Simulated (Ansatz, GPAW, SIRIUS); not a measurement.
# Cost and result for the equilibrium volume of HfN

```cif
data_structure
_symmetry_space_group_name_H-M 'Fm-3m'
_symmetry_Int_Tables_number 225
_cell_length_a 4.5120
_cell_length_b 4.5120
_cell_length_c 4.5120
_cell_angle_alpha 90.000
_cell_angle_beta 90.000
_cell_angle_gamma 90.000
_cell_volume 91.86
loop_
_atom_site_label
_atom_site_type_symbol
_atom_site_symmetry_multiplicity
_atom_site_Wyckoff_symbol
_atom_site_fract_x
_atom_site_fract_y
_atom_site_fract_z
_atom_site_occupancy
Hf1 Hf 4 a 0.00000 0.00000 0.00000 1
N1 N 4 b 0.50000 0.00000 0.00000 1
```

| rung | level | program and potentials | cutoff (eV) | k mesh | smearing | task | core time | chip | equilibrium volume (Å³/atom) | notes |
| --- | --- | --- | --- | --- | --- | --- | --- | --- | --- | --- |
| GGA | PBE | Ansatz, Ansatz PAW | 420 | 10 × 10 × 10 | fermi-dirac 0.05 | equation of state | 9 s | AMD EPYC 7R13 Zen 3 | 11.76 | - |
| LDA | LDA | Ansatz, Ansatz PAW | 420 | 10 × 10 × 10 | fermi-dirac 0.05 | relaxation of cell and atoms | 12 s | Intel Xeon Platinum 8259CL Skylake/Cascade Lake | 11.15 | potentials made for PBE, which Ansatz adapts in part |
| meta-GGA | r2SCAN | Ansatz, Ansatz PAW | 500 | 10 × 10 × 10 | fermi-dirac 0.05 | equation of state | 21 s | AMD EPYC 7R13 Zen 3 | 11.59 | potentials made for PBE, which Ansatz adapts in part |
| GGA + dispersion | PBE+D4 | Ansatz, all-electron LAPW, scalar-relativistic | - | 10 × 10 × 10 | fermi-dirac 0.05 | relaxation of cell and atoms | 38 s | Arm Neoverse V1 | 11.56 | - |
| hybrid | B3LYP | Ansatz, Ansatz PAW | 420 | 5 × 5 × 5 | fermi-dirac 0.05 | relaxation of cell and atoms | 1.7 min | Arm Neoverse V2 | 11.87 | coarse mesh; potentials made for PBE, which Ansatz adapts in part |
| GGA + dispersion | PBEsol+D3(zero damping) | GPAW, PAW data sets generated for this functional | 800 | 8 × 8 × 8 | fermi-dirac 0.05 | equation of state | 2 min | Arm Neoverse V1 | 11.27 | - |
| GGA | PBEsol | SIRIUS, all-electron FP-LAPW, apw+lo standard | - | 10 × 10 × 10 | fermi-dirac 0.05 | equation of state | 22 min | AMD EPYC 7571 | 11.41 | - |

Times are single runs on shared hosts and different chips, so they are rough; meshes, cutoffs and the tasks' sizes weigh on the time. All rows: no spin polarisation. Smearing widths are in eV. For a metal such meshes aren't converged. Meshes differ between rows, which moves values too. Meshes are those of the run's cell of 2 atoms unless a note names another. Relaxations start from the cell shown or near it and stop with a little pressure left. Runs on faulty files, with rough fits or with known faults for this quantity aren't shown. No row holds spin-orbit coupling.

By rung: LDA 11.15; GGA 11.41 to 11.76; GGA + dispersion 11.27 to 11.56; meta-GGA 11.59; hybrid on coarse meshes 11.87 (Å³/atom).

The equilibrium volume of HfN grows from 11.15 Å³/atom with LDA through 11.41 with PBEsol to 11.76 with PBE, while r2SCAN falls between the two GGAs. This order probably reflects LDA's overbinding and the stronger gradient enhancement of exchange in PBE, which favours the more inhomogeneous density of a stretched lattice; PBEsol tempers that enhancement. The bonds being stretched are mainly polar covalent Hf 5d–N 2p links, with the remaining metal d electron making the nitride metallic.

Both dispersion-corrected rows lie below their parent functionals, as an added pairwise attraction would have it, but the change of program and basis could contribute. The smaller volumes are therefore no evidence of van der Waals bonding in this dense, metallic solid, where conduction electrons screen such forces. The measured volume is known to lie between the PBEsol and PBE values, so closeness to it after a dispersion correction may come from cancelling errors. Nor does cost follow the rung: the longest run is a GGA.
